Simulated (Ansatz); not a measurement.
Recipe of this trial structure of SiNi3: random cell by space group and Wyckoff sites (I4/mmm, No. 139). Lengths were set from tabulated atomic sizes, so they are only a guess.

Space group I4/mmm (No. 139). a = 5.094 Å, b = 5.094 Å, c = 4.036 Å, α = 90.00°, β = 90.00°, γ = 90.00°
```tsv
atom	site	symmetry	x	y	z
Si	2b	4/mmm	0.0000	0.0000	0.5000
Ni	4c	mmm.	0.0000	0.5000	0.0000
Ni	2a	4/mmm	0.0000	0.0000	0.0000
```

Theory: DFT PBE, scalar-relativistic, plane waves, PAW (Ansatz 0.2.0). Cutoff 420 eV, Gaussian smearing, Γ-centred meshes. Cell and atoms relax first on a coarse mesh and then on a finer one. In between, the cell is made exact in the group found at 0.06 Å. In metals the finer mesh still leaves noise of several meV/atom or more. The steps can't lower the symmetry of their start. Collinear spin, starting moments Ni 2.0 (×3) μB; they died out on the coarse mesh, so the last step has no spin.

A guess keeps its type if space group and coordination stay and the shape of the cell changes little (axis ratios within about 15 %, angles within 6°); the volume may change.

Problem. Does it keep its structure type, or change into something else?

Solution. It doesn't keep its type. The symmetry goes from I4/mmm (No. 139) to Im-3m (No. 229). The volume per atom shrinks by 2.7 %, from 13.1 to 12.7 Å³. The shortest distance goes from 2.02 Å (Si–Ni and Ni–Ni) to 2.33 Å (Si–Ni and Ni–Ni). Counting neighbours within 15 % of an atom's shortest distance, the start has Ni 2, Si 2 and the end Ni 6, Si 6. In detail, at the end Si is surrounded by 6 Ni at 2.33 Å; Ni has 2 Si at 2.33 Å and 4 Ni at 2.33 Å.

```cif
data_structure
_symmetry_space_group_name_H-M 'Im-3m'
_symmetry_Int_Tables_number 229
_cell_length_a 4.6699
_cell_length_b 4.6699
_cell_length_c 4.6699
_cell_angle_alpha 90.000
_cell_angle_beta 90.000
_cell_angle_gamma 90.000
_cell_volume 101.84
loop_
_atom_site_label
_atom_site_type_symbol
_atom_site_symmetry_multiplicity
_atom_site_Wyckoff_symbol
_atom_site_fract_x
_atom_site_fract_y
_atom_site_fract_z
_atom_site_occupancy
Si1 Si 2 a 0.00000 0.00000 0.00000 1
Ni1 Ni 6 b 0.50000 0.00000 0.00000 1
```

The zero of energy is the elements' standard structures at the same level; no fitted shifts are applied.

Problem. At what energy does it end?

Solution. +0.27 eV/atom. It can't be a ground state, since the elements alone are lower.

The last run used a 14×14×14 mesh for its 4-atom cell and Gaussian smearing of 0.10 eV. Trial moments died out on the coarse mesh, so the last step has no spin; another magnetic start might hold. Symmetry constrained the relaxation, so the result can be a saddle point. Another cell of SiNi3 relaxed alike, in Pm-3m (a cell as deposited in COD), lies 0.73 eV/atom lower, so this cell isn't the stable form at this level.
